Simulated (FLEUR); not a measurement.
# CdSe (Cadmoselite) (P6_3mc) in FLEUR: further runs

Aim: see how the results for CdSe (Cadmoselite) move with the level of theory and the settings. Levels: LDA, PBEsol. Tasks: band structure, equation of state.

All numbers are computed with FLEUR MaX-R8.1 (later development tree); they aren't measurements. Logs are shortened: lines on timing, memory, paths and dates and some standing lists are left out, and cuts for length are marked.

**The experiment to reproduce.**

A printed reference work, data compilation reports, for a bulk crystal of CdSe at 2 K: band gap 1.841 eV.

The runs below are set against these values where they give the same quantity.

**1. The structure**

Symmetry: P6_3mc, No. 186, hexagonal system. The conventional cell has a = 4.300 Å, b = 4.300 Å, c = 7.020 Å, α = 90.00°, β = 90.00°, γ = 120.00°. Cd (site symmetry 3m) has 4 Se at 2.61 to 2.70 Å as nearest neighbours. Se (site symmetry 3m) is surrounded by 4 Cd at 2.61 to 2.70 Å.

**2. Band structure, LDA**

The input, inp.xml:

```xml
<?xml version="1.0" encoding="UTF-8" standalone="no"?>
<fleurInput fleurInputVersion="0.39">
   <comment>
      CdSe                                                                                                
   </comment>
   <calculationSetup>
      <cutoffs Kmax="4.67" Gmax="14.5" GmaxXC="14.5" numbands="0"/>
      <scfLoop itmax="60" minDistance="0.00001" maxIterBroyd="15" imix="Anderson" alpha="0.05" precondParam="0.0" spinf="2.0" sdNocoIR="T"/>
      <coreElectrons ctail="T" frcor="F" kcrel="0" coretail_lmax="0"/>
      <xcFunctional name="vwn" relativisticCorrections="F"/>
      <magnetism jspins="1"/>
      <soc l_soc="F" theta="0.0" phi="0.0" spav="F"/>
      <expertModes spex="0" secvar="F"/>
      <geometryOptimization l_f="F" forcealpha="1.0" forcemix="BFGS" epsdisp="0.00001" epsforce="0.00001"/>
      <ldaU l_linMix="F" mixParam="0.05" spinf="1.0"/>
   </calculationSetup>
   <cell>
      <bzIntegration valenceElectrons="72.0" mode="hist" fermiSmearingEnergy="0.00183747">
         <kPointListSelection listName="default-1"/>
         <!-- k-points included here -->
         <xi:include xmlns:xi="http://www.w3.org/2001/XInclude" href="kpts.xml"> </xi:include>
      </bzIntegration>
      <!-- symmetry operations included here -->
      <xi:include xmlns:xi="http://www.w3.org/2001/XInclude" href="sym.xml"> </xi:include>
      <bulkLattice scale="1.0">
[... 32 lines left out ...]
         <lo type="SCLO" l="2" n="3" eDeriv="0"/>
         <lo type="SCLO" l="0" n="4" eDeriv="2"/>
         <lo type="SCLO" l="1" n="4" eDeriv="2"/>
         <lo type="SCLO" l="3" n="4" eDeriv="2"/>
      </species>
   </atomSpecies>
   <atomGroups>
      <atomGroup species="Cadmium (Cd)">
         <relPos label="                   1">-1.000/3.000 1.000/3.000 1.000/2.000</relPos>
         <relPos label="                   2">1.000/3.000 -1.000/3.000 .0000000000</relPos>
         <force calculate="T" relaxXYZ="TTT"/>
      </atomGroup>
      <atomGroup species="Selenium (Se)">
         <relPos label="                   3">-1.000/3.000 1.000/3.000 -.1150000000</relPos>
         <relPos label="                   4">1.000/3.000 -1.000/3.000 .3850000000</relPos>
         <force calculate="T" relaxXYZ="TTT"/>
      </atomGroup>
   </atomGroups>
   <output dos="F" band="F" slice="F">
      <checks vchk="F" cdinf="F"/>
      <bandDOS minEnergy="-.5*Htr" maxEnergy="0.5*Htr" sigma="0.015" storeEVData="T"/>
      <vacuumDOS vacdos="F" integ="F" star="F" nstars="0" locx1="0.0" locy1="0.0" locx2="0.0" locy2="0.0" nstm="0" tworkf="0.0"/>
      <unfoldingBand unfoldBand="F" supercellX="1" supercellY="1" supercellZ="1"/>
      <plotting iplot="0" polar="F">
         <plot TwoD="T" vec1="  1.0  0.0  0.0" vec2="  0.0  1.0  0.0" vec3="  0.0  0.0  1.0" zero="  0.0  0.0  0.0" file="plot"/>
      </plotting>
      <chargeDensitySlicing numkpt="0" minEigenval="0.0" maxEigenval="0.0" nnne="0" pallst="F"/>
      <specialOutput eonly="F"/>
      <moessbauerParams electricFieldGradient="T" isomerShift="T" coreHyperfine="T" valenceHyperfine="T"/>
      <magneticCircularDichroism mcd="F" energyLo="-10.0" energyUp="0.0"/>
   </output>
  <!-- We include the file relax.xml here to enable relaxations (see documentation) -->
  <xi:include xmlns:xi="http://www.w3.org/2001/XInclude" href="relax.xml"> <xi:fallback/> </xi:include>
</fleurInput>
```

The input, crystal.txt:

```
CdSe
&input cartesian=F /
4.3000000000  0.0000000000  0.0000000000
-2.1500000000  3.7239092363  0.0000000000
0.0000000000  0.0000000000  7.0200000000
1.8897261246
1.0 1.0 1.0

4
48 0.6666666666  0.3333333332  0.5000000000
48 0.3333333332  0.6666666666  0.0000000000
34 0.6666666666  0.3333333332  0.8850000000
34 0.3333333332  0.6666666666  0.3850000000

&kpt div1=7 div2=7 div3=4 gamma=T /
```

The input, inp.xml (bands):

```
<?xml version="1.0" encoding="UTF-8" standalone="no"?>
<fleurInput fleurInputVersion="0.39">
   <comment>
      CdSe                                                                                                
   </comment>
   <calculationSetup>
      <cutoffs Kmax="4.67" Gmax="14.5" GmaxXC="14.5" numbands="0"/>
      <scfLoop itmax="60" minDistance="0.00001" maxIterBroyd="15" imix="Anderson" alpha="0.05" precondParam="0.0" spinf="2.0" sdNocoIR="T"/>
      <coreElectrons ctail="T" frcor="F" kcrel="0" coretail_lmax="0"/>
      <xcFunctional name="vwn" relativisticCorrections="F"/>
      <magnetism jspins="1"/>
      <soc l_soc="F" theta="0.0" phi="0.0" spav="F"/>
      <expertModes spex="0" secvar="F"/>
      <geometryOptimization l_f="F" forcealpha="1.0" forcemix="BFGS" epsdisp="0.00001" epsforce="0.00001"/>
      <ldaU l_linMix="F" mixParam="0.05" spinf="1.0"/>
   </calculationSetup>
   <cell>
      <bzIntegration valenceElectrons="72.0" mode="hist" fermiSmearingEnergy="0.00183747">
         <kPointListSelection listName="path-1"/>
         <!-- k-points included here -->
         <xi:include xmlns:xi="http://www.w3.org/2001/XInclude" href="kpts.xml"> </xi:include>
      </bzIntegration>
      <!-- symmetry operations included here -->
      <xi:include xmlns:xi="http://www.w3.org/2001/XInclude" href="sym.xml"> </xi:include>
[... 33 lines left out ...]
         <lo type="SCLO" l="2" n="3" eDeriv="0"/>
         <lo type="SCLO" l="0" n="4" eDeriv="2"/>
         <lo type="SCLO" l="1" n="4" eDeriv="2"/>
         <lo type="SCLO" l="3" n="4" eDeriv="2"/>
      </species>
   </atomSpecies>
   <atomGroups>
      <atomGroup species="Cadmium (Cd)">
         <relPos label="                   1">-1.000/3.000 1.000/3.000 1.000/2.000</relPos>
         <relPos label="                   2">1.000/3.000 -1.000/3.000 .0000000000</relPos>
         <force calculate="T" relaxXYZ="TTT"/>
      </atomGroup>
      <atomGroup species="Selenium (Se)">
         <relPos label="                   3">-1.000/3.000 1.000/3.000 -.1150000000</relPos>
         <relPos label="                   4">1.000/3.000 -1.000/3.000 .3850000000</relPos>
         <force calculate="T" relaxXYZ="TTT"/>
      </atomGroup>
   </atomGroups>
   <output dos="F" band="T" slice="F">
      <checks vchk="F" cdinf="F"/>
      <bandDOS minEnergy="-.5*Htr" maxEnergy="0.5*Htr" sigma="0.015" storeEVData="T"/>
      <vacuumDOS vacdos="F" integ="F" star="F" nstars="0" locx1="0.0" locy1="0.0" locx2="0.0" locy2="0.0" nstm="0" tworkf="0.0"/>
      <unfoldingBand unfoldBand="F" supercellX="1" supercellY="1" supercellZ="1"/>
      <plotting iplot="0" polar="F">
         <plot TwoD="T" vec1="  1.0  0.0  0.0" vec2="  0.0  1.0  0.0" vec3="  0.0  0.0  1.0" zero="  0.0  0.0  0.0" file="plot"/>
      </plotting>
      <chargeDensitySlicing numkpt="0" minEigenval="0.0" maxEigenval="0.0" nnne="0" pallst="F"/>
      <specialOutput eonly="F"/>
      <moessbauerParams electricFieldGradient="T" isomerShift="T" coreHyperfine="T" valenceHyperfine="T"/>
      <magneticCircularDichroism mcd="F" energyLo="-10.0" energyUp="0.0"/>
   </output>
  <!-- We include the file relax.xml here to enable relaxations (see documentation) -->
  <xi:include xmlns:xi="http://www.w3.org/2001/XInclude" href="relax.xml"> <xi:fallback/> </xi:include>
</fleurInput>
```

Potentials or basis: all-electron, FLAPW.

Launch:

```console
$ inpgen -f crystal.txt -profile fastHighL
$ # inp.xml edited to the form shown
$ fleur_MPI
$ fleur_MPI   # second run, on inp.xml (bands)
```

What it wrote:

```text
Welcome to FLEUR        (www.flapw.de)
      MaX-Release 8.1          (www.max-centre.eu)

 ========== k-point set info ==========
 Selected k-point list: default-1
 k-point list type: mesh
 7 x 7 x 4
 Number of k points: 24

 ------------Calculation Setup---------------------------
 Number of MPI-tasks      :            1
 Number of PE/node        :            1
 Number of OMP-threads    :            1
 Most efficient MPI parallelization for:
           1           2           3           4           6           8          12          24
 Additional eigenvalue parallelization possible
 Number of basis functions:         1460
 Approximate size of matrices (H+S) per k-point:         0.064 GB
 --------------------------------------------------------
 Iteration:     1   Distance:       6.10403070 me/bohr^3
 Iteration:     2   Distance:       5.51192353 me/bohr^3
 Iteration:     3   Distance:       3.19077320 me/bohr^3
 Iteration:     4   Distance:       1.07728135 me/bohr^3
 Iteration:     5   Distance:       0.85934186 me/bohr^3
 Iteration:     6   Distance:       0.14515262 me/bohr^3
 Iteration:     7   Distance:       0.07882859 me/bohr^3
 Iteration:     8   Distance:       0.05174333 me/bohr^3
 Iteration:     9   Distance:       0.00548692 me/bohr^3
 Iteration:    10   Distance:       0.00517541 me/bohr^3
 Iteration:    11   Distance:       0.00089918 me/bohr^3
 Iteration:    12   Distance:       0.00034395 me/bohr^3
 Iteration:    13   Distance:       0.00026707 me/bohr^3
 Iteration:    14   Distance:       0.00005598 me/bohr^3
 Iteration:    15   Distance:       0.00001693 me/bohr^3
 Iteration:    16   Distance:       0.00001438 me/bohr^3
 Iteration:    17   Distance:       0.00000402 me/bohr^3

 ********************************************************************
 Run finished successfully
 Stop message:
   all done
 ********************************************************************
```

Run time: 31 min. Hardware: 1 thread of Intel Xeon Platinum 8175M at 2.50GHz (Skylake/Cascade Lake), shared host; peak memory 0.19 GiB.

What came out:

* Free energy: -436370.8992 eV
* Band gap on the k mesh: 0.43 eV, direct
* Band gap along the path: 0.43 eV, direct
* Valence electrons inside the program's atomic spheres: Cd 18.39; Se 13.59 (radii Cd 2.47, Se 2.1 bohr)

Levels at the corners of the path, in eV from the valence-band top:
```
point  band 33  band 34  band 35  band 36  band 37  band 38  band 39  band 40
    Γ    -0.73    -0.02     0.00     0.00     0.43     1.90     5.75     5.75
    M    -2.61    -1.88    -1.27    -0.85     3.04     3.13     4.65     5.97
    K    -3.13    -1.82    -1.82    -1.81     4.21     4.66     4.66     6.87
    Γ    -0.73    -0.02     0.00     0.00     0.43     1.90     5.75     5.75
    A    -0.38    -0.38    -0.38    -0.38     2.13     2.13     5.64     5.64
    L    -1.40    -1.40    -1.31    -1.31     2.79     2.79     4.65     4.65
    H    -2.54    -2.54    -1.07    -1.07     3.62     3.62     5.74     5.74
    A    -0.38    -0.38    -0.38    -0.38     2.13     2.13     5.64     5.64
    L    -1.40    -1.40    -1.31    -1.31     2.79     2.79     4.65     4.65
    M    -2.61    -1.88    -1.27    -0.85     3.04     3.13     4.65     5.97
    K    -3.13    -1.82    -1.82    -1.81     4.21     4.66     4.66     6.87
    H    -2.54    -2.54    -1.07    -1.07     3.62     3.62     5.74     5.74
```

Core levels (eV from the Fermi level):
```csv
atom,levels
1 Cd,"1s1/2 -26473.5, 2s1/2 -3926.7, 2p1/2 -3657.4, 2p3/2 -3465.2, 3s1/2 -728.0, 3p1/2 -620.0, 3p3/2 -585.7, 3d3/2 -393.7, 3d5/2 -386.7"
2 Cd,"1s1/2 -26473.5, 2s1/2 -3926.7, 2p1/2 -3657.4, 2p3/2 -3465.2, 3s1/2 -728.0, 3p1/2 -620.0, 3p3/2 -585.7, 3d3/2 -393.7, 3d5/2 -386.7"
3 Se,"1s1/2 -12473.2, 2s1/2 -1597.6, 2p1/2 -1434.0, 2p3/2 -1392.3, 3s1/2 -206.3, 3p1/2 -150.3, 3p3/2 -144.4"
4 Se,"1s1/2 -12473.2, 2s1/2 -1597.6, 2p1/2 -1434.0, 2p3/2 -1392.3, 3s1/2 -206.3, 3p1/2 -150.3, 3p3/2 -144.4"
```

(Continued in part 2 of 2.)
